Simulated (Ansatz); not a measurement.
Structures of ZnS: which is lowest?

Plane-wave DFT in Ansatz with scalar-relativistic PAW potentials, cutoff 420 eV, Γ-centred meshes chosen by cell and gap, Gaussian smearing with energies taken to zero width. Every cell was relaxed (cell and atoms) in a run of its own, within the symmetry of its start. Functional: PBE.

Relaxed structures (starts from databases or built by putting these elements on another compound's sites):
A. Immm, 4 atoms in the computed cell, a = 3.630 Å, b = 6.133 Å, c = 6.518 Å; sites (symmetry × multiplicity) Zn m2m × 4, S mm2 × 4; start: built
B. Cmcm, 4 atoms in the computed cell, a = 3.505 Å, b = 14.451 Å, c = 3.508 Å; sites (symmetry × multiplicity) Zn m2m × 4, S m2m × 4; start: built
C. R3m, 6 atoms in the computed cell, a = 3.846 Å, c = 28.348 Å; sites (symmetry × multiplicity) Zn 3m × 3 + 3m × 3 + 3m × 3, S 3m × 3 + 3m × 3 + 3m × 3; start: database
D. Fm-3m, 2 atoms in the computed cell, a = 5.103 Å; sites (symmetry × multiplicity) Zn m-3m × 4, S m-3m × 4; start: built
E. F-43m, 2 atoms in the computed cell, a = 5.442 Å; sites (symmetry × multiplicity) Zn -43m × 4, S -43m × 4; start: database

Question: Rank them by energy. Could pressure change the order?

Answer:
```csv
structure,group,E − E(lowest) (meV/atom),V (Å³/atom),gap on mesh (eV)
E,F-43m,0.0,20.15,2.02
C,R3m,1.8,20.18,2.06
D,Fm-3m,320,16.61,0.00
B,Cmcm,361,22.21,0.66
A,Immm,584,18.14,0.00
```

E and C are level within the 2 meV/atom that separate runs leave open. D is denser by 3.53 Å³/atom, so pressure favours it: ΔE/ΔV, with ΔE in eV and 1 eV/Å³ = 160.2 GPa, gives about 15 GPa for equal enthalpy if both cells were rigid, a rough figure since the two compress differently. Other structures may lie lower than all of these, and vibrations aren't counted.